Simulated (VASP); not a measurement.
# Ni (P6_3/mmc) in VASP: a series of runs, part 6 of 8

VASP 6.6.1. The steps go on from the part before.

## Step 78: Equation of state, PBE, collinear spin, ferromagnetic start, 10.25 Å³/atom

INCAR reads:

```
SYSTEM = Ni
PREC     = Accurate       ! precision mode
ENCUT    = 350            ! plane-wave cutoff, eV
EDIFF    = 1E-6           ! SCF threshold, eV
ISMEAR   = 0              ! smearing method
SIGMA    = 0.1            ! smearing width, eV
LREAL    = .False.        ! projectors in reciprocal space
LASPH    = .True.         ! aspherical terms in the spheres
NELM     = 100            ! most SCF steps
ALGO     = Normal         ! electronic algorithm
ISIF     = 2              ! what is computed and relaxed
LWAVE    = .False.        ! write WAVECAR
LCHARG   = .False.        ! write CHGCAR
ISPIN    = 2              ! spin polarisation
MAGMOM   = 1 1            ! initial moments
LORBIT   = 11             ! projections on sites
LMAXMIX  = 4              ! l up to which the mixer works
GGA      = PE             ! functional
ADDGRID  = .False.
```

KPOINTS reads:

```
regular mesh
0
Gamma
  19 19 10
  0 0 0
```

POSCAR reads:

```
Ni
1.0
    2.4232937031      0.0000000000      0.0000000000
   -1.2116468515      2.0986339077      0.0000000000
    0.0000000000      0.0000000000      4.0316652867
Ni
2
Direct
    0.6666666667      0.3333333333      0.7500000000
    0.3333333333      0.6666666667      0.2500000000
```

Potentials or basis: VASP PAW PBE potentials, release 64 (Ni).

On the command line:

```bash
$ cat potpaw_PBE.64/Ni/POTCAR > POTCAR
$ mpirun -np 1 vasp_std > vasp.out
```

Wall time 33 s (1 thread of AMD EPYC 9R45 (Zen 5), shared host); peak memory 0.14 GiB.

These settings aren't checked as converged: the numbers below hold their error.

What came out:

```yaml
Free_energy: -10.8519 eV
Pressure: 13.7 GPa
Band_gap_on_the_k_mesh: none (metal or under the smearing width)
Net_moment: 1.22 μB per cell
Site_moments: Ni +0.62 μB
Valence_electrons_inside_the_program's_atomic_spheres: Ni 9.41
```

## Step 79: Equation of state, PBE, collinear spin, ferromagnetic start, 10.89 Å³/atom

INCAR is that of step 78.

KPOINTS is that of step 78.

POSCAR reads:

```
Ni
1.0
    2.4722623247      0.0000000000      0.0000000000
   -1.2361311623      2.1410419781      0.0000000000
    0.0000000000      0.0000000000      4.1131350201
Ni
2
Direct
    0.6666666667      0.3333333333      0.7500000000
    0.3333333333      0.6666666667      0.2500000000
```

On the command line:

```bash
$ cat potpaw_PBE.64/Ni/POTCAR > POTCAR
$ mpirun -np 1 vasp_std > vasp.out
```

Run time: 34 s. Hardware: 1 thread of AMD EPYC 9R45 (Zen 5), shared host; peak memory 0.15 GiB.

These settings aren't checked as converged: the numbers below hold their error.

Results:

```
Free energy                                           : -10.9076 eV
Pressure                                              : 0.2 GPa
Band gap on the k mesh                                : none (metal or under the smearing width)
Net moment                                            : 1.28 μB per cell
Site moments                                          : Ni +0.65 μB
Valence electrons inside the program's atomic spheres : Ni 9.30
```

## Step 80: Equation of state, PBE, collinear spin, ferromagnetic start, 10.25 Å³/atom

INCAR: that of step 79 with these lines changed.

```diff
@@ -2,3 +2,3 @@
 PREC     = Accurate       ! precision mode
-ENCUT    = 350            ! plane-wave cutoff, eV
+ENCUT    = 400            ! plane-wave cutoff, eV
 EDIFF    = 1E-6           ! SCF threshold, eV
```

KPOINTS is that of step 79.

POSCAR reads:

```
Ni
1.0
    2.4232937031      0.0000000000      0.0000000000
   -1.2116468515      2.0986339077      0.0000000000
    0.0000000000      0.0000000000      4.0316652867
Ni
2
Direct
    0.6666666667      0.3333333333      0.7500000000
    0.3333333333      0.6666666667      0.2500000000
```

On the command line:

```bash
$ cat potpaw_PBE.64/Ni/POTCAR > POTCAR
$ mpirun -np 1 vasp_std > vasp.out
```

It took 35 s on 1 thread of AMD EPYC 9R45 (Zen 5), shared host; peak memory 0.15 GiB.

These settings aren't checked as converged: the numbers below hold their error.

What came out:

```yaml
Free_energy: -10.8412 eV
Pressure: 13.6 GPa
Band_gap_on_the_k_mesh: none (metal or under the smearing width)
Net_moment: 1.22 μB per cell
Site_moments: Ni +0.62 μB
Valence_electrons_inside_the_program's_atomic_spheres: Ni 9.42
```

## Step 81: Equation of state, PBE, collinear spin, ferromagnetic start, 10.89 Å³/atom

INCAR is that of step 80.

KPOINTS is that of step 80.

POSCAR reads:

```
Ni
1.0
    2.4722623247      0.0000000000      0.0000000000
   -1.2361311623      2.1410419781      0.0000000000
    0.0000000000      0.0000000000      4.1131350201
Ni
2
Direct
    0.6666666667      0.3333333333      0.7500000000
    0.3333333333      0.6666666667      0.2500000000
```

Potentials or basis: VASP PAW PBE potentials, release 64 (Ni).

On the command line:

```bash
$ cat potpaw_PBE.64/Ni/POTCAR > POTCAR
$ mpirun -np 1 vasp_std > vasp.out
```

It took 35 s on 1 thread of AMD EPYC 9R45 (Zen 5), shared host; peak memory 0.16 GiB.

These settings aren't checked as converged: the numbers below hold their error.

What came out:

```yaml
Free_energy: -10.8977 eV
Pressure: 0.0 GPa
Band_gap_on_the_k_mesh: none (metal or under the smearing width)
Net_moment: 1.28 μB per cell
Site_moments: Ni +0.65 μB
Valence_electrons_inside_the_program's_atomic_spheres: Ni 9.31
```

## Step 82: Equation of state, PBE, collinear spin, ferromagnetic start, 10.25 Å³/atom

INCAR: that of step 81 with these lines changed.

```diff
@@ -2,3 +2,3 @@
 PREC     = Accurate       ! precision mode
-ENCUT    = 400            ! plane-wave cutoff, eV
+ENCUT    = 550            ! plane-wave cutoff, eV
 EDIFF    = 1E-6           ! SCF threshold, eV
```

KPOINTS reads:

```
regular mesh
0
Gamma
  16 16 9
  0 0 0
```

POSCAR reads:

```
Ni
1.0
    2.4232937031      0.0000000000      0.0000000000
   -1.2116468515      2.0986339077      0.0000000000
    0.0000000000      0.0000000000      4.0316652867
Ni
2
Direct
    0.6666666667      0.3333333333      0.7500000000
    0.3333333333      0.6666666667      0.2500000000
```

On the command line:

```bash
$ cat potpaw_PBE.64/Ni/POTCAR > POTCAR
$ mpirun -np 1 vasp_std > vasp.out
```

Run time: 35 s. Hardware: 1 thread of AMD EPYC 9R45 (Zen 5), shared host; peak memory 0.17 GiB.

These settings aren't checked as converged: the numbers below hold their error.

Results:

| Property | Result |
| --- | --- |
| Free energy | -10.8390 eV |
| Pressure | 14.0 GPa |
| Band gap on the k mesh | none (metal or under the smearing width) |
| Net moment | 1.17 μB per cell |
| Site moments | Ni +0.59 μB |
| Valence electrons inside the program's atomic spheres | Ni 9.42 |

## Step 83: Equation of state, PBE, collinear spin, ferromagnetic start, 10.89 Å³/atom

INCAR is that of step 82.

KPOINTS is that of step 82.

POSCAR reads:

```
Ni
1.0
    2.4722623247      0.0000000000      0.0000000000
   -1.2361311623      2.1410419781      0.0000000000
    0.0000000000      0.0000000000      4.1131350201
Ni
2
Direct
    0.6666666667      0.3333333333      0.7500000000
    0.3333333333      0.6666666667      0.2500000000
```

On the command line:

```bash
$ cat potpaw_PBE.64/Ni/POTCAR > POTCAR
$ mpirun -np 1 vasp_std > vasp.out
```

Wall time 35 s (1 thread of AMD EPYC 9R45 (Zen 5), shared host); peak memory 0.17 GiB.

These settings aren't checked as converged: the numbers below hold their error.

What came out:

```yaml
Free_energy: -10.8939 eV
Pressure: 0.4 GPa
Band_gap_on_the_k_mesh: none (metal or under the smearing width)
Net_moment: 1.21 μB per cell
Site_moments: Ni +0.61 μB
Valence_electrons_inside_the_program's_atomic_spheres: Ni 9.31
```

## Step 84: Equation of state, PBE, collinear spin, ferromagnetic start, 10.25 Å³/atom

INCAR: that of step 83 with these lines changed.

```diff
@@ -2,3 +2,3 @@
 PREC     = Accurate       ! precision mode
-ENCUT    = 550            ! plane-wave cutoff, eV
+ENCUT    = 900            ! plane-wave cutoff, eV
 EDIFF    = 1E-6           ! SCF threshold, eV
```

KPOINTS reads:

```
regular mesh
0
Gamma
  13 13 7
  0 0 0
```

POSCAR reads:

```
Ni
1.0
    2.4232937031      0.0000000000      0.0000000000
   -1.2116468515      2.0986339077      0.0000000000
    0.0000000000      0.0000000000      4.0316652867
Ni
2
Direct
    0.6666666667      0.3333333333      0.7500000000
    0.3333333333      0.6666666667      0.2500000000
```

Potentials or basis: VASP PAW PBE potentials, release 64 (Ni).

On the command line:

```bash
$ cat potpaw_PBE.64/Ni/POTCAR > POTCAR
$ mpirun -np 1 vasp_std > vasp.out
```

Wall time 37 s (1 thread of AMD EPYC 9R45 (Zen 5), shared host); peak memory 0.2 GiB.

These settings aren't checked as converged: the numbers below hold their error.

What came out:

| Property | Result |
| --- | --- |
| Free energy | -10.8417 eV |
| Pressure | 14.2 GPa |
| Band gap on the k mesh | none (metal or under the smearing width) |
| Net moment | 1.23 μB per cell |
| Site moments | Ni +0.62 μB |
| Valence electrons inside the program's atomic spheres | Ni 9.42 |

## Step 85: Equation of state, PBE, collinear spin, ferromagnetic start, 10.89 Å³/atom

INCAR is that of step 84.

KPOINTS is that of step 84.

POSCAR reads:

```
Ni
1.0
    2.4722623247      0.0000000000      0.0000000000
   -1.2361311623      2.1410419781      0.0000000000
    0.0000000000      0.0000000000      4.1131350201
Ni
2
Direct
    0.6666666667      0.3333333333      0.7500000000
    0.3333333333      0.6666666667      0.2500000000
```

On the command line:

```bash
$ cat potpaw_PBE.64/Ni/POTCAR > POTCAR
$ mpirun -np 1 vasp_std > vasp.out
```

It took 37 s on 1 thread of AMD EPYC 9R45 (Zen 5), shared host; peak memory 0.21 GiB.

These settings aren't checked as converged: the numbers below hold their error.

What came out:

```
Free energy                                           : -10.8978 eV
Pressure                                              : 0.5 GPa
Band gap on the k mesh                                : none (metal or under the smearing width)
Net moment                                            : 1.25 μB per cell
Site moments                                          : Ni +0.64 μB
Valence electrons inside the program's atomic spheres : Ni 9.31
```

## Step 86: Equation of state, PBE, collinear spin, ferromagnetic start, 10.25 Å³/atom

INCAR: that of step 85 with these lines changed.

```diff
@@ -2,3 +2,3 @@
 PREC     = Accurate       ! precision mode
-ENCUT    = 900            ! plane-wave cutoff, eV
+ENCUT    = 450            ! plane-wave cutoff, eV
 EDIFF    = 1E-6           ! SCF threshold, eV
```

KPOINTS reads:

```
regular mesh
0
Gamma
  19 19 10
  0 0 0
```

POSCAR reads:

```
Ni
1.0
    2.4232937031      0.0000000000      0.0000000000
   -1.2116468515      2.0986339077      0.0000000000
    0.0000000000      0.0000000000      4.0316652867
Ni
2
Direct
    0.6666666667      0.3333333333      0.7500000000
    0.3333333333      0.6666666667      0.2500000000
```

On the command line:

```bash
$ cat potpaw_PBE.64/Ni/POTCAR > POTCAR
$ mpirun -np 1 vasp_std > vasp.out
```

It took 46 s on 1 thread of AMD EPYC 9R45 (Zen 5), shared host; peak memory 0.17 GiB.

These settings aren't checked as converged: the numbers below hold their error.

Results:

* Free energy: -10.8391 eV
* Pressure: 14.0 GPa
* Band gap on the k mesh: none (metal or under the smearing width)
* Net moment: 1.22 μB per cell
* Site moments: Ni +0.62 μB
* Valence electrons inside the program's atomic spheres: Ni 9.42

## Step 87: Equation of state, PBE, collinear spin, ferromagnetic start, 10.89 Å³/atom

INCAR is that of step 86.

KPOINTS is that of step 86.

POSCAR reads:

```
Ni
1.0
    2.4722623247      0.0000000000      0.0000000000
   -1.2361311623      2.1410419781      0.0000000000
    0.0000000000      0.0000000000      4.1131350201
Ni
2
Direct
    0.6666666667      0.3333333333      0.7500000000
    0.3333333333      0.6666666667      0.2500000000
```

Potentials or basis: VASP PAW PBE potentials, release 64 (Ni).

On the command line:

```bash
$ cat potpaw_PBE.64/Ni/POTCAR > POTCAR
$ mpirun -np 1 vasp_std > vasp.out
```

Wall time 46 s (1 thread of AMD EPYC 9R45 (Zen 5), shared host); peak memory 0.18 GiB.

These settings aren't checked as converged: the numbers below hold their error.

What came out:

```
Free energy                                           : -10.8955 eV
Pressure                                              : 0.5 GPa
Band gap on the k mesh                                : none (metal or under the smearing width)
Net moment                                            : 1.28 μB per cell
Site moments                                          : Ni +0.65 μB
Valence electrons inside the program's atomic spheres : Ni 9.31
```

## Step 88: Equation of state, PBE, collinear spin, ferromagnetic start, 10.25 Å³/atom

INCAR: that of step 87 with these lines changed.

```diff
@@ -5,3 +5,3 @@
 ISMEAR   = 0              ! smearing method
-SIGMA    = 0.1            ! smearing width, eV
+SIGMA    = 0.4            ! smearing width, eV
 LREAL    = .False.        ! projectors in reciprocal space
```

KPOINTS is that of step 87.

POSCAR reads:

```
Ni
1.0
    2.4232937031      0.0000000000      0.0000000000
   -1.2116468515      2.0986339077      0.0000000000
    0.0000000000      0.0000000000      4.0316652867
Ni
2
Direct
    0.6666666667      0.3333333333      0.7500000000
    0.3333333333      0.6666666667      0.2500000000
```

On the command line:

```bash
$ cat potpaw_PBE.64/Ni/POTCAR > POTCAR
$ mpirun -np 1 vasp_std > vasp.out
```

Wall time 43 s (1 thread of AMD EPYC 9R45 (Zen 5), shared host); peak memory 0.17 GiB.

The run converged, but some of its settings lie outside the range that counts as converged, so its numbers aren't taken as properties of the crystal.

What came out:

| Item | Value |
| --- | --- |
| Free energy | -10.9761 eV |
| Pressure | 15.1 GPa |
| Band gap on the k mesh | none (metal or under the smearing width) |
| Net moment | 1.12 μB per cell |
| Site moments | Ni +0.56 μB |
| Valence electrons inside the program's atomic spheres | Ni 9.42 |

## Step 89: Equation of state, PBE, collinear spin, ferromagnetic start, 10.89 Å³/atom

INCAR is that of step 88.

KPOINTS is that of step 88.

POSCAR reads:

```
Ni
1.0
    2.4722623247      0.0000000000      0.0000000000
   -1.2361311623      2.1410419781      0.0000000000
    0.0000000000      0.0000000000      4.1131350201
Ni
2
Direct
    0.6666666667      0.3333333333      0.7500000000
    0.3333333333      0.6666666667      0.2500000000
```

On the command line:

```bash
$ cat potpaw_PBE.64/Ni/POTCAR > POTCAR
$ mpirun -np 1 vasp_std > vasp.out
```

Wall time 43 s (1 thread of AMD EPYC 9R45 (Zen 5), shared host); peak memory 0.17 GiB.

The run converged, but some of its settings lie outside the range that counts as converged, so its numbers aren't taken as properties of the crystal.

Results:

```yaml
Free_energy: -11.0392 eV
Pressure: 1.4 GPa
Band_gap_on_the_k_mesh: none (metal or under the smearing width)
Net_moment: 1.17 μB per cell
Site_moments: Ni +0.60 μB
Valence_electrons_inside_the_program's_atomic_spheres: Ni 9.31
```

## Step 90: Equation of state, PBE, collinear spin, ferromagnetic start, 10.25 Å³/atom

INCAR: that of step 89 with these lines changed.

```diff
@@ -5,3 +5,3 @@
 ISMEAR   = 0              ! smearing method
-SIGMA    = 0.4            ! smearing width, eV
+SIGMA    = 0.2            ! smearing width, eV
 LREAL    = .False.        ! projectors in reciprocal space
```

KPOINTS is that of step 89.

POSCAR reads:

```
Ni
1.0
    2.4232937031      0.0000000000      0.0000000000
   -1.2116468515      2.0986339077      0.0000000000
    0.0000000000      0.0000000000      4.0316652867
Ni
2
Direct
    0.6666666667      0.3333333333      0.7500000000
    0.3333333333      0.6666666667      0.2500000000
```

Potentials or basis: VASP PAW PBE potentials, release 64 (Ni).

On the command line:

```bash
$ cat potpaw_PBE.64/Ni/POTCAR > POTCAR
$ mpirun -np 1 vasp_std > vasp.out
```

Wall time 46 s (1 thread of AMD EPYC 9R45 (Zen 5), shared host); peak memory 0.16 GiB.

These settings aren't checked as converged: the numbers below hold their error.

Results:

```yaml
Free_energy: -10.8697 eV
Pressure: 14.3 GPa
Band_gap_on_the_k_mesh: none (metal or under the smearing width)
Net_moment: 1.21 μB per cell
Site_moments: Ni +0.61 μB
Valence_electrons_inside_the_program's_atomic_spheres: Ni 9.42
```

## Step 91: Equation of state, PBE, collinear spin, ferromagnetic start, 10.89 Å³/atom

INCAR is that of step 90.

KPOINTS is that of step 90.

POSCAR reads:

```
Ni
1.0
    2.4722623247      0.0000000000      0.0000000000
   -1.2361311623      2.1410419781      0.0000000000
    0.0000000000      0.0000000000      4.1131350201
Ni
2
Direct
    0.6666666667      0.3333333333      0.7500000000
    0.3333333333      0.6666666667      0.2500000000
```

On the command line:

```bash
$ cat potpaw_PBE.64/Ni/POTCAR > POTCAR
$ mpirun -np 1 vasp_std > vasp.out
```

It took 46 s on 1 thread of AMD EPYC 9R45 (Zen 5), shared host; peak memory 0.17 GiB.

These settings aren't checked as converged: the numbers below hold their error.

Results:

* Free energy: -10.9281 eV
* Pressure: 0.7 GPa
* Band gap on the k mesh: none (metal or under the smearing width)
* Net moment: 1.26 μB per cell
* Site moments: Ni +0.64 μB
* Valence electrons inside the program's atomic spheres: Ni 9.31

## Step 92: Equation of state, PBE, collinear spin, ferromagnetic start, 10.25 Å³/atom

INCAR: that of step 91 with these lines changed.

```diff
@@ -5,3 +5,3 @@
 ISMEAR   = 0              ! smearing method
-SIGMA    = 0.2            ! smearing width, eV
+SIGMA    = 0.05           ! smearing width, eV
 LREAL    = .False.        ! projectors in reciprocal space
```

KPOINTS is that of step 91.

POSCAR reads:

```
Ni
1.0
    2.4232937031      0.0000000000      0.0000000000
   -1.2116468515      2.0986339077      0.0000000000
    0.0000000000      0.0000000000      4.0316652867
Ni
2
Direct
    0.6666666667      0.3333333333      0.7500000000
    0.3333333333      0.6666666667      0.2500000000
```

On the command line:

```bash
$ cat potpaw_PBE.64/Ni/POTCAR > POTCAR
$ mpirun -np 1 vasp_std > vasp.out
```

It took 46 s on 1 thread of AMD EPYC 9R45 (Zen 5), shared host; peak memory 0.17 GiB.

These settings aren't checked as converged: the numbers below hold their error.

Results:

```yaml
Free_energy: -10.8309 eV
Pressure: 14.0 GPa
Band_gap_on_the_k_mesh: none (metal or under the smearing width)
Net_moment: 1.23 μB per cell
Site_moments: Ni +0.62 μB
Valence_electrons_inside_the_program's_atomic_spheres: Ni 9.42
```

## Step 93: Equation of state, PBE, collinear spin, ferromagnetic start, 10.89 Å³/atom

INCAR is that of step 92.

KPOINTS is that of step 92.

POSCAR reads:

```
Ni
1.0
    2.4722623247      0.0000000000      0.0000000000
   -1.2361311623      2.1410419781      0.0000000000
    0.0000000000      0.0000000000      4.1131350201
Ni
2
Direct
    0.6666666667      0.3333333333      0.7500000000
    0.3333333333      0.6666666667      0.2500000000
```

Potentials or basis: VASP PAW PBE potentials, release 64 (Ni).

On the command line:

```bash
$ cat potpaw_PBE.64/Ni/POTCAR > POTCAR
$ mpirun -np 1 vasp_std > vasp.out
```

Run time: 46 s. Hardware: 1 thread of AMD EPYC 9R45 (Zen 5), shared host; peak memory 0.17 GiB.

The run converged, but some of its settings lie outside the range that counts as converged, so its numbers aren't taken as properties of the crystal.

What came out:

| Quantity | Value |
| --- | --- |
| Free energy | -10.8868 eV |
| Pressure | 0.4 GPa |
| Band gap on the k mesh | none (metal or under the smearing width) |
| Net moment | 1.28 μB per cell |
| Site moments | Ni +0.65 μB |
| Valence electrons inside the program's atomic spheres | Ni 9.31 |

## Step 94: Equation of state, PBE, collinear spin, ferromagnetic start, 10.25 Å³/atom

INCAR: that of step 93 with these lines changed.

```diff
@@ -5,3 +5,3 @@
 ISMEAR   = 0              ! smearing method
-SIGMA    = 0.05           ! smearing width, eV
+SIGMA    = 0.02           ! smearing width, eV
 LREAL    = .False.        ! projectors in reciprocal space
```

KPOINTS is that of step 93.

POSCAR reads:

```
Ni
1.0
    2.4232937031      0.0000000000      0.0000000000
   -1.2116468515      2.0986339077      0.0000000000
    0.0000000000      0.0000000000      4.0316652867
Ni
2
Direct
    0.6666666667      0.3333333333      0.7500000000
    0.3333333333      0.6666666667      0.2500000000
```

On the command line:

```bash
$ cat potpaw_PBE.64/Ni/POTCAR > POTCAR
$ mpirun -np 1 vasp_std > vasp.out
```

It took 45 s on 1 thread of AMD EPYC 9R45 (Zen 5), shared host; peak memory 0.17 GiB.

The run converged, but some of its settings lie outside the range that counts as converged, so its numbers aren't taken as properties of the crystal.

What came out:

```yaml
Free_energy: -10.8285 eV
Pressure: 14.0 GPa
Band_gap_on_the_k_mesh: none (metal or under the smearing width)
Net_moment: 1.23 μB per cell
Site_moments: Ni +0.62 μB
Valence_electrons_inside_the_program's_atomic_spheres: Ni 9.42
```

## Step 95: Equation of state, PBE, collinear spin, ferromagnetic start, 10.89 Å³/atom

INCAR is that of step 94.

KPOINTS is that of step 94.

POSCAR reads:

```
Ni
1.0
    2.4722623247      0.0000000000      0.0000000000
   -1.2361311623      2.1410419781      0.0000000000
    0.0000000000      0.0000000000      4.1131350201
Ni
2
Direct
    0.6666666667      0.3333333333      0.7500000000
    0.3333333333      0.6666666667      0.2500000000
```

On the command line:

```bash
$ cat potpaw_PBE.64/Ni/POTCAR > POTCAR
$ mpirun -np 1 vasp_std > vasp.out
```

Run time: 46 s. Hardware: 1 thread of AMD EPYC 9R45 (Zen 5), shared host; peak memory 0.17 GiB.

The run converged, but some of its settings lie outside the range that counts as converged, so its numbers aren't taken as properties of the crystal.

What came out:

| Property | Result |
| --- | --- |
| Free energy | -10.8841 eV |
| Pressure | 0.3 GPa |
| Band gap on the k mesh | none (metal or under the smearing width) |
| Net moment | 1.28 μB per cell |
| Site moments | Ni +0.65 μB |
| Valence electrons inside the program's atomic spheres | Ni 9.31 |

(Continued in part 7 of 8.)
